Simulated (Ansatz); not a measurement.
The system is HfO2.

```
Hf O
1.0
     0.00000    2.55750    2.55750
     2.55750    0.00000    2.55750
     2.55750    2.55750    0.00000
Hf O
1 2
Direct
  0.00000 0.00000 0.00000
  0.75000 0.75000 0.75000
  0.25000 0.25000 0.25000
```

Measurements of this composition are mostly on another form, of space group No. 14.

Base run:

| Item | Value |
| --- | --- |
| Program | Ansatz 0.2.0 |
| Functional | PBE |
| Potentials or basis | Ansatz PAW soft_1 |
| Cutoff | 420 eV |
| Density cutoff | 1680 eV |
| k mesh | 9 × 9 × 9 |
| Occupations | fermi-dirac, width 0.05 eV |
| Spin | no spin polarisation |

Its results: band gap on the k mesh 3.83 eV, indirect (least direct gap 3.94 eV); pressure -2.4 GPa.

The run is repeated on the same cell with these changes: potentials or basis from Ansatz PAW soft_1 to PseudoDojo stringent (PBE files); cutoff from 420 eV to 1796 eV; density cutoff from 1680 eV to 7184 eV. What comes out?

Band gap on the k mesh 3.83 eV, indirect (least direct gap 3.94 eV); pressure -3.2 GPa.

Caveats: spin-orbit coupling is left out, which moves the levels of the heavy elements; odd divisions of the mesh miss points on the zone boundary, where band edges often lie, so the gap on the mesh can be too wide (some runs); the k mesh misses the band edges, so the gap on the mesh is wider than the one along the path (some runs).

Not every run made on this cell is shown here.
